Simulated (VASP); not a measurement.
# AlP: single point with LDA

**Measured values to compare with.**

From a printed reference work, data compilation, for a bulk crystal of AlP at 4.2 K: band gap 2.505 eV (indirect).

AlP:

```
Al P
1.0
     0.00000    2.71695    2.71695
     2.71695    0.00000    2.71695
     2.71695    2.71695    0.00000
Al P
1 1
Direct
  0.00000 0.00000 0.00000
  0.25000 0.25000 0.25000
```

| Item | Value |
| --- | --- |
| Program | VASP 6.6.1 |
| Task | single point |
| Functional | LDA |
| Potentials or basis | VASP PAW LDA potentials, release 64 (Al, P) |
| Cutoff | 500 eV |
| k mesh | 8 × 8 × 8 |
| Occupations | fermi-dirac, width 0.02 eV |
| Spin | no spin polarisation |
| Dipole correction | no |
| Further INCAR settings | ALGO = Normal; EDIFF = 1e-06; NBANDS = 11 |

```json
{
  "Pressure": "0.1 GPa",
  "Band gap on the k mesh": "1.41 eV (least direct gap 3.24 eV)"
}
```

Levels at points of the mesh, in eV from the valence-band top:
```
           k point  band 2  band 3  band 4  band 5  band 6  band 7
(0.00, 0.00, 0.00)    0.00    0.00    0.00    3.24    4.49    4.49
(0.50, 0.00, 0.00)   -5.65   -0.78   -0.78    2.72    4.74    4.74
(0.50, 0.50, 0.00)   -5.40   -2.15   -2.15    1.41    2.33   11.01
```

It took 8 s on 1 thread of Intel(R) Xeon(R) Platinum 8259CL CPU @ 2.50GHz (Skylake/Cascade Lake), with other jobs on the host, peak memory 0.13 GiB.

A measured gap of AlP is 2.505 eV (indirect; 4.2 K; a printed reference work, data compilation); the calculated 1.41 eV misses it by -1.09 eV. The value is that of LDA on a finite k mesh, which can miss the band edges, without temperature or zero-point motion. Semilocal functionals fall short of measured gaps as a rule.
